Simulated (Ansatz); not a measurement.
# Quasi-harmonic thermodynamics of AgBr (Fm-3m)

Wanted: α(T), C_P(T) and B(T) of AgBr in the quasi-harmonic approximation.

Measurements to reproduce:
- volume expansion coefficient 102.3 1e-6/K near room temperature (given in “Descriptors for thermal expansion in solids”, 2017, arXiv:1701.03966)

Method: DFT RPBE, scalar-relativistic, plane waves, PAW, in Ansatz 0.2.0.

Report form: the programs' logs are mostly left out.

The database entry behind the starting cell differs from later determinations by our own check (about 0.6 % short of the room-temperature cell), so it need not match the best structure at ambient conditions.

### 1. The starting structure

The structure is cubic, space group Fm-3m (No. 225). The conventional cell has a = 5.740 Å, b = 5.740 Å, c = 5.740 Å, α = 90.00°, β = 90.00°, γ = 90.00°. Ag has 6 Br at 2.87 Å nearest. Br has 6 Ag at 2.87 Å nearest. Farther neighbours and most contacts between anions are not listed.

### 2. Probe on a coarse mesh

A cheap single point shows whether the cell is a metal or an insulator and how far it is from rest; that sets the k-mesh and the occupations of what follows.

input.yaml reads:

```yaml
crystal:
  lattice:
    - [0.0, 2.87015, 2.87015]
    - [2.87015, 0.0, 2.87015]
    - [2.87015, 2.87015, 0.0]
  atoms:
    - { symbol: Ag, position: [0.0, 0.0, 0.0] }
    - { symbol: Br, position: [0.5, 0.5, 0.5] }
kpoints:
  mp_grid: { grid: [6, 6, 6] }
hamiltonian:
  xc: rpbe
scf:
  occupations: { method: gaussian, width: 0.1 }
  lower_state_search: "off"
output:
  forces: true
  stress: true
  eigenvalues: true
```

The run is started by

```
$ ansatz run input.yaml --threads 8 --pin off --max-ram 16384MiB --backend cpu --events-out ev --progress --plain --runs-dir out
```

Wall time 0.82 s (8 threads of Arm Neoverse V2, shared host); peak memory 0.31 GiB.

Numbers from this step:

* pressure: 5.139 GPa
* gap on the k-mesh: 0.8446 eV
* volume per atom: 23.64 Å³/atom

The start is under 5.1 GPa at this level and looks like an insulator or semiconductor on this mesh.

### 3. Finding the static equilibrium

The vibrations must be taken about the equilibrium of this functional, not about the starting cell, so the structure is relaxed.

input.yaml, the sections that differ from step 2:

```yaml
kpoints:
  mp_grid: { grid: [8, 8, 8] }
scf:
  occupations: { method: gaussian, width: 0.02 }
  lower_state_search: "off"
relax:
  adjacent_minimum: "off"
  f_tol: 0.005
  max_steps: 80
  cell: { stress_tol: 0.05 }
# crystal, hamiltonian, output: as in step 2
```

It took 1.3 s on 8 threads; peak memory 0.37 GiB; 6.7 s of CPU time.

The steps of the relaxation:

```csv
step,energy less that of the first step (eV),largest force component (eV/Å),pressure (GPa),volume (Å³)
1,0.0000,0.0000,5.12,47.29
2,-0.0901,0.0000,-0.07,54.01
3,-0.0902,0.0000,-0.02,53.92
4*,-0.0911,0.0000,-0.04,53.92
```

Relaxation steps marked * repeat the geometry before them on a plane-wave basis chosen anew for their cell, so energy and pressure can jump there.

The run keeps the 48 symmetry operations that it works with, so distortions that break them were not tested.

```csv
"conventional cell, symmetrised",before,after,change
a (Å),5.740,5.997,+4.5 %
b (Å),5.740,5.997,+4.5 %
c (Å),5.740,5.997,+4.5 %
volume (Å³/atom),23.64,26.96,+14.0 %
```

Final coordinates:

```xyz
2
Lattice="0.0000 2.9985 2.9985 2.9985 0.0000 2.9985 2.9985 2.9985 0.0000" Properties=species:S:1:pos:R:3 pbc="T T T"
Ag    0.0000    0.0000    0.0000
Br    2.9985    2.9985    2.9985
```

This step gave:

```yaml
pressure: -0.03598 GPa
gap_on_the_k_mesh: 0.9215 eV
volume_per_atom: 26.96 Å³/atom
```

The relaxation ends with a pressure of -0.04 GPa.

### 4. A second relaxation

The relaxation is run once more from where the first one ended, as the script does after a large change of volume or of the gap, with mesh and occupations reviewed.

input.yaml: that of step 3 with these lines changed.

```diff
@@ -2,5 +2,5 @@
   lattice:
-    - [0.0, 2.87015, 2.87015]
-    - [2.87015, 0.0, 2.87015]
-    - [2.87015, 2.87015, 0.0]
+    - [0.0, 2.9984643715, 2.9984643715]
+    - [2.9984643715, 0.0, 2.9984643715]
+    - [2.9984643715, 2.9984643715, 0.0]
   atoms:
```

Run time: 0.74 s. Hardware: 8 threads; peak memory 0.36 GiB.

Little changed from the start: no atom moved by 0.005 Å and no cell edge by 0.1 %.

### 5. Tight relaxation

The relaxation is repeated with tighter thresholds on force and stress, since phonons are sensitive to what is left; a change of mesh or smearing in the input moves the cell too.

input.yaml, the sections that differ from step 4:

```yaml
scf:
  occupations: { method: fixed }
  lower_state_search: "off"
output:
  forces: true
  stress: true
  eigenvalues: true
  write_density: true
  write_potential: true
  elf: true
  volumetric_format: npy
relax:
  adjacent_minimum: "off"
  f_tol: 0.001
  max_steps: 60
  cell: { stress_tol: 0.01 }
# crystal, kpoints, hamiltonian: as in step 4
```

The job ended after 1 s (8 threads; peak memory 0.37 GiB; 5.3 s of CPU time).

Little changed from the start: no atom moved by 0.005 Å and no cell edge by 0.1 %.

This step gave:

| Property | Result |
| --- | --- |
| pressure | -0.008617 GPa |
| gap on the k-mesh | 0.9207 eV |
| volume per atom | 26.93 Å³/atom |

ELF in the ac plane of the conventional cell at fractional y = 0.000, with atoms of Ag and Br within 0.2 Å of it. It is the smooth field of the valence electrons, not physical close to the nuclei.

Ten even steps from '0' (0.02) to '9' (0.85), each cell a mean:
```
86412795028941257
65211699789841145
32101479998620112
11000134554200011
54310001111000244
99741012321002689
79961125654114898
15972146875215982
04972147986315970
37972136765214995
99951023442103799
87520001111001467
22100012221100112
11000257776410011
43201599999730124
76312797459941256
97412893017951368
```
Columns run along a (6.0 Å), rows up along c (6.0 Å), edges of the conventional cell, whose origin can differ from the input's. Atoms in or near the plane, at fractional coordinates: Ag at (0.00, 0.00), Ag at (0.50, 0.50), Br at (0.50, 0.00), Br at (0.00, 0.50).

Valence density in the ac plane of the conventional cell at fractional y = 0.000, with atoms of Ag and Br within 0.2 Å of it. It is the smooth field of the valence electrons, not physical close to the nuclei.

Ten steps, logarithmic in the rise over the least value, from '_' (0 e/Å³) to '@' (19 e/Å³), each cell a mean:
```
@@%%++....::----::--==::....--**@@
##++--..__..::--====--::..__::==**
--::..______..::----::..______::--
....__________........__________..
....__________......__________....
--::..______..::----..______..::::
==--::..__..--++##**==..__..::--==
::----::....++%%@@@@**--....--==--
..----::..::++%%@@@@##--....--==::
--==--......==##%%%%++::....::----
----::..____::==++++--..____..::--
::....________..::....________..::
....__________......____________..
::..________....::::..________....
++==::____..::------::..____..--++
%%##==......--==------::....::++%%
@@%%++::..::----..::==--....--##@@
```
Columns run along a (6.0 Å), rows up along c (6.0 Å), edges of the conventional cell, whose origin can differ from the input's. Atoms in or near the plane, at fractional coordinates: Ag at (0.00, 0.00), Ag at (0.50, 0.50), Br at (0.50, 0.00), Br at (0.00, 0.50).

Electrostatic potential energy in the ac plane of the conventional cell at fractional y = 0.000, with atoms of Ag and Br within 0.2 Å of it. With pseudopotentials it is smooth inside the atoms' cores, unlike the true potential.

Ten even steps from '_' (-68 eV) to '@' (11 eV), each cell a mean:
```
==++##@@@@@@**..____--%%@@@@%%**==
++**%%@@@@@@%%++::--##@@@@@@@@##**
%%%%@@@@@@@@@@%%%%%%@@@@@@@@@@@@%%
@@@@@@@@@@@@@@@@@@@@@@@@@@@@@@@@@@
@@@@@@@@@@@@@@@@@@@@@@@@@@@@@@@@@@
%%%%@@@@@@@@@@%%%%%%@@@@@@@@@@@@%%
--++%%@@@@@@%%**++**##@@@@@@@@##--
__..**@@@@@@##++====**%%@@@@%%--__
____**@@@@@@**======++%%@@@@%%::__
__--##@@@@@@##++==++**%%@@@@%%++..
++##@@@@@@@@%%##**##%%@@@@@@@@%%**
@@@@@@@@@@@@@@@@@@@@@@@@@@@@@@@@@@
@@@@@@@@@@@@@@@@@@@@@@@@@@@@@@@@@@
@@@@@@@@@@@@@@@@@@@@@@@@@@@@@@@@@@
####@@@@@@@@@@##****%%@@@@@@@@%%##
++++##@@@@@@##--__..++%%@@@@%%**++
==++##@@@@@@++______--%%@@@@%%++==
```
Columns run along a (6.0 Å; values clipped at the 3rd and 97th percentile), rows up along c (6.0 Å), edges of the conventional cell, whose origin can differ from the input's. Atoms in or near the plane, at fractional coordinates: Ag at (0.00, 0.00), Ag at (0.50, 0.50), Br at (0.50, 0.00), Br at (0.00, 0.50).

The residual pressure is -0.0086 GPa, small enough for phonons.

### 6. Phonons on strained cells

Thermal expansion follows from how the free energy of the vibrations (and of the electrons in a metal) changes with strain, so the program makes strained cells, their phonons and a fit in one run.

input.yaml, the sections that differ from step 5:

```yaml
crystal:
  lattice:
    - [0.0, 2.997467322, 2.997467322]
    - [2.997467322, 0.0, 2.997467322]
    - [2.997467322, 2.997467322, 0.0]
  atoms:
    - { symbol: Ag, position: [0.0, 0.0, 0.0] }
    - { symbol: Br, position: [0.5, 0.5, 0.5] }
output:
  eigenvalues: true
phonons:
  method: dfpt
  qmesh: [4, 4, 4]
  temperatures: { t_max: 500.0, t_step: 25 }
  thermal_expansion: {}
# kpoints, hamiltonian, scf: as in step 5
# relax: removed
```

The job ended after 1.8 min (8 threads; peak memory 1.5 GiB).

The run ended with an error.

The program's message: “vibrations stand at or below zero in cell 4 (0.312 modes a cell, the lowest at -28.9 cm⁻¹): the crystal is at no minimum there, or its k-points are too few: type the crystal that it becomes, another p …”

### 7. Phonons of the refused cell

The study refused this cell, so its phonons are run alone to see which modes are imaginary.

input.yaml, the sections that differ from step 6:

```yaml
phonons:
  method: dfpt
  dielectric: true
  rigid_motions: translations
  qmesh: [4, 4, 4]
  temperatures: { t_max: 1000, t_step: 50 }
  qpath:
    path:
      - [[0.0, 0.0, 0.0], [0.5, 0.0, 0.5], [0.625, 0.25, 0.625]]
      - [[0.375, 0.375, 0.75], [0.0, 0.0, 0.0], [0.5, 0.5, 0.5], [0.5, 0.25, 0.75], [0.5, 0.0, 0.5]]
    npoints: 10
# crystal, kpoints, hamiltonian, scf, output: as in step 6
```

Wall time 50 s (8 threads); peak memory 1.2 GiB; 6.1 min of CPU time.

This step gave:

* Γ frequencies: 0, 0, 0, 44.21, 44.21, 44.21 cm⁻¹ (negative: imaginary)
* lowest frequency on the path: -28.87 cm⁻¹
* point group: m-3m
* highest frequency: 107.3 cm⁻¹

ε∞:

```
5.39 0.00 0.00
0.00 5.39 0.00
0.00 0.00 5.39
```

Born charge (rows field, columns displacement) (e), principal values of the symmetric part by kind of site:

```csv
atom,atoms with these values,low,middle,high,mean
Ag1,1,1.57,1.57,1.57,1.57
Br2,1,-1.57,-1.57,-1.57,-1.57
```

In full for Br2:

```
-1.57  0.00  0.00
 0.00 -1.57  0.00
 0.00  0.00 -1.57
```

ε₀ (ions relaxed, fixed cell):

```
30.57  0.00  0.00
 0.00 30.57  0.00
 0.00  0.00 30.57
```

LO-TO term included. The phonon branches at the labelled points (cm⁻¹):

```csv
point,branch 1,branch 2,branch 3,branch 4,branch 5,branch 6
Γ,0,0,0,44,44,105
halfway,23,23,54,59,59,91
X,28,28,39,72,72,97
halfway,30,37,39,67,76,96
U,35,37,52,54,86,91
jump to K,35,37,52,54,86,91
halfway,-25,28,39,60,62,101
Γ,0,0,0,44,44,105
halfway,9,9,39,39,56,107
L,-29,-29,42,42,80,106
halfway,28,40,41,61,67,101
W,35,35,55,67,86,86
halfway,31,38,43,70,76,94
X,28,28,39,72,72,97
```

Tetrahedra on 20 20 20, mean over bins of 2 cm⁻¹. The phonon density of states by wavenumber; read off at these points:

```csv
wavenumber (cm⁻¹),phonon density of states (1/cm⁻¹/cell)
-29.0,0.00122
-23.0,0.0135
-17.0,0.0081
-9.0,0.00608
-3.0,0.00629
3.0,0.00704
9.0,0.0122
17.0,0.0195
23.0,0.0342
29.0,0.0881
35.0,0.0945
41.0,0.149
43.0,0.120
49.0,0.0621
55.0,0.0532
59.0,0.104
61.0,0.0864
69.0,0.0641
75.0,0.0399
81.0,0.0207
87.0,0.00212
95.0,0.0988
101.0,0.0592
107.0,0.0179
```

No LO-TO term. The modes at Γ (shares of kinetic energy by element, %):

```csv
mode,frequency (cm⁻¹),symmetry,Ag %,Br %
1,0.0,T1u,57,43
2,0.0,T1u,57,43
3,0.0,T1u,57,43
4,44.2,T1u,43,57
5,44.2,T1u,43,57
6,44.2,T1u,43,57
```

Displacements in mode 5 (44.2 cm⁻¹), the largest set to 1:
```
Ag1 -0.74  0.48 -0.09
Br2  1.00 -0.65  0.12
```

Lowest modes at the softest wavevector of the mesh; phase exp(i q.(R + tau)). Modes at q = (0.500, 0.000, 0.000), with each element's share of the kinetic energy (negative means imaginary):

```csv
mode,frequency (cm⁻¹),Ag %,Br %
1,-28.9,0,100
2,-28.9,0,100
3,42.2,100,0
4,42.2,100,0
5,80.3,100,0
6,106.5,0,100
```

Displacements in mode 2 (-28.9 cm⁻¹), the largest set to 1, in the home cell (x, y, z of the real part, then of the imaginary part):
```
Ag1  0.00  0.00  0.00  0.00  0.00  0.00
Br2  0.61 -0.39  1.00 -0.02 -0.03  0.00
```

Displacements in mode 6 (106.5 cm⁻¹), the largest set to 1, in the home cell:
```
Ag1  0.00  0.00  0.00
Br2 -1.00  1.00  1.00
```

Phonopy on the run's constants, 17x17x17 mesh, Gaussian sigma 2.0 cm⁻¹. Modes against wavenumber; read off at these points; values in 1/cm⁻¹/cell:

```csv
wavenumber (cm⁻¹),Ag,Br
-35.0,0,3.0e-5
-30.0,1.0e-5,0.00479
-25.0,5.8e-5,0.0115
-20.0,1.2e-4,0.0161
-15.0,2.6e-4,0.00978
-10.0,1.3e-4,0.00418
-5.0,1.1e-4,0.00264
0.0,2.8e-4,0.00160
5.0,9.7e-4,0.00332
10.0,0.00292,0.00562
15.0,0.00486,0.0125
20.0,0.0109,0.0243
25.0,0.0315,0.0206
30.0,0.0672,0.0204
35.0,0.0889,0.0175
40.0,0.127,0.0177
45.0,0.0527,0.0277
50.0,0.0277,0.0278
55.0,0.0331,0.0304
59.4,0.0464,0.0351
60.0,0.0462,0.0347
65.0,0.0397,0.0336
68.4,0.0301,0.0357
70.0,0.0256,0.0343
75.0,0.0133,0.0259
80.0,0.00408,0.0201
85.0,5.8e-4,0.0103
90.0,8.2e-4,0.0188
95.0,0.00366,0.0676
100.0,0.00668,0.0535
105.0,0.00724,0.0387
110.0,5.2e-4,0.00283
115.0,0,0
```

Lorentz oscillators from the run's modes, damping 2 % of each frequency (typed, at least 3 cm⁻¹). The reflectivity, E along x by wavenumber; read off at these points:

```csv
wavenumber (cm⁻¹),"reflectivity, E along x"
5.0,0.483
10.0,0.489
15.0,0.500
20.0,0.515
25.0,0.538
30.0,0.572
35.0,0.623
40.0,0.714
45.0,0.888
50.0,0.94
55.0,0.948
60.0,0.95
60.9,0.95
65.0,0.948
70.0,0.944
75.0,0.938
80.0,0.928
85.0,0.912
90.0,0.887
95.0,0.841
100.0,0.738
105.0,0.356
110.0,0.0245
115.0,0.001
120.0,0.00912
```

The lowest solved frequency is -28.9 cm⁻¹, so the cell is unstable here and gives no valid free energy.

### 8. Outcome

| Quantity | Value |
| --- | --- |
| lowest frequency at the solved wavevectors | -28.9 cm⁻¹ |

What this shows: With imaginary harmonic modes at the relaxed cell the quasi-harmonic free energy is undefined, so no expansion is obtained for this phase at this level. The softest solved mode is 29i cm⁻¹ at q = (0, 0, -0.5), and 2 of 8 solved wavevectors carry a mode beyond 8i cm⁻¹. The starting cell comes from a crystallographic database, so the instability may belong to the level of theory or to the 0 K harmonic picture and not to the crystal; this functional changes the volume by +14 % against that cell. The PAW files were made for PBE and are used here under another functional, for which the program regenerates the frozen cores. The cell of these runs is 14 % larger in volume than the database cell; frequencies and all that rests on them shift with it.

[Logs are printed without paths, hosts, clocks, repeated set-up lines and the standing remarks that a program may print on its own settings, such as how far it seeks lower states.]

[Hosts, paths, dates, database ids (printed as entryN), source tags and the programs' standing remarks are cut or masked in the printed files.]

[A step with changed settings may run another functional than the one named; its input shows which.]
